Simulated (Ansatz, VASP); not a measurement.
# MgI2: VASP beside Ansatz

INCAR

```
SYSTEM = MgI2
PREC = Accurate ; ENCUT = 520
EDIFF = 1E-7 ; ISMEAR = 0
SIGMA = 0.05 ; LREAL = .False.
LASPH = .True. ; NELM = 60
ALGO = Normal ; ISIF = 2
LWAVE = .False. ; LCHARG = .False.
GGA = PE ; NBANDS = 15
```

File KPOINTS:

```
regular mesh
0
Gamma
  6 6 4
  0 0 0
```

POSCAR

```
MgI2
1.0
    4.1387920735      0.0000000000      0.0000000000
   -2.0693960368      3.5842990767      0.0000000000
    0.0000000000      0.0000000000      7.6847014931
Mg I
1 2
Direct
    0.0000000000      0.0000000000      0.0000000000
    0.3333333333      0.6666666667      0.7781860196
    0.6666666667      0.3333333333      0.2218139804
```

Input for Ansatz:

```yaml
crystal:
  lattice:
    - [4.1387920735, 0.0, 0.0]
    - [-2.0693960368, 3.5842990767, 0.0]
    - [0.0, 0.0, 7.6847014931]
  atoms:
    - { symbol: Mg, position: [0.0, 0.0, 0.0] }
    - { symbol: I, position: [0.3333333333, 0.6666666667, 0.7781860196] }
    - { symbol: I, position: [0.6666666667, 0.3333333333, 0.2218139804] }
basis:
  ecutwfc: 520.0
kpoints:
  mp_grid: { grid: [6, 6, 4] }
hamiltonian:
  xc: pbe
scf:
  occupations: { method: gaussian, width: 0.05 }
output:
  forces: true
  stress: true
  eigenvalues: true
  write_density: true
  write_potential: true
  elf: true
  volumetric_format: npy
```

Alike in both runs: task single point; functional PBE; k mesh 6 × 6 × 4; occupations gaussian, width 0.05 eV; no spin polarisation.

|  | VASP | Ansatz |
| --- | --- | --- |
| version | VASP 6.6.1 | Ansatz 0.2.0 |
| potentials or method | VASP PAW PBE potentials, release 64 (Mg, I) | scalar-relativistic, plane waves, PAW |
| plane-wave cutoff (eV) | 520 | 520 |
| valence electrons in the cell | 16 | 44 |

```tsv
	VASP	Ansatz	Ansatz less VASP
gap on the k mesh at the Fermi level (eV)	3.53	3.55	+0.017
least direct gap on the mesh (eV)	3.71	3.72	+0.014
pressure (GPa)	0.4	0.5	+0.05
largest component of the traceless stress (GPa)	0.60	0.61	+0.006
rms of the force components (eV/Å)	0.026	0.022	-0.0045
```

Atom by atom the forces differ by 0.005 eV/Å (rms over components). The two sets of potentials don't hold the same shells in valence.

Caveats: spin-orbit coupling is left out, which moves the levels of the heavy elements; this functional lacks dispersion, which binds the layers, so the pressure and a relaxed spacing across them are unreliable. A k mesh can miss the band edges.
